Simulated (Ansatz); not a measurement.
Ru:

```
CELL_PARAMETERS angstrom
2.70580 0.00000 0.00000
-1.35290 2.34329 0.00000
0.00000 0.00000 4.28190
ATOMIC_POSITIONS crystal
Ru 0.66667 0.33333 0.75000
Ru 0.33333 0.66667 0.25000
```

Base run:

- Program: Ansatz 0.2.0
- Functional: BLYP
- Potentials or basis: Ansatz PAW
- Cutoff: 420 eV (not typed: the program's choice for these potentials)
- k mesh: 11 × 11 × 6
- Occupations: fermi-dirac, width 0.05 eV
- Spin: no spin polarisation

Its results: band gap on the k mesh none (metal or under the smearing width); pressure 18.8 GPa.

Problem. After a change of settings the same cell gave: band gap on the k mesh none (metal or under the smearing width); pressure -12.2 GPa. Which change was it?
A. functional from BLYP to revPBE
B. functional from BLYP to LDA
C. functional from BLYP to RPBE
D. functional from BLYP to r2SCAN; cutoff from 420 eV (not typed: the program's choice for these potentials) to 500 eV (not typed: the program's choice for these potentials)

Solution. B.

LDA binds more tightly than BLYP, so the same cell stands under less pressure.

Caveats: the PAW data sets come from PBE, with cores solved anew for the run's functional, which leaves a small shift of forces and pressure; so large a pressure means that the cell lies far from this level's equilibrium, or that cutoff or potentials fall short (some runs).

Runs at the PBE level aren't shown here.
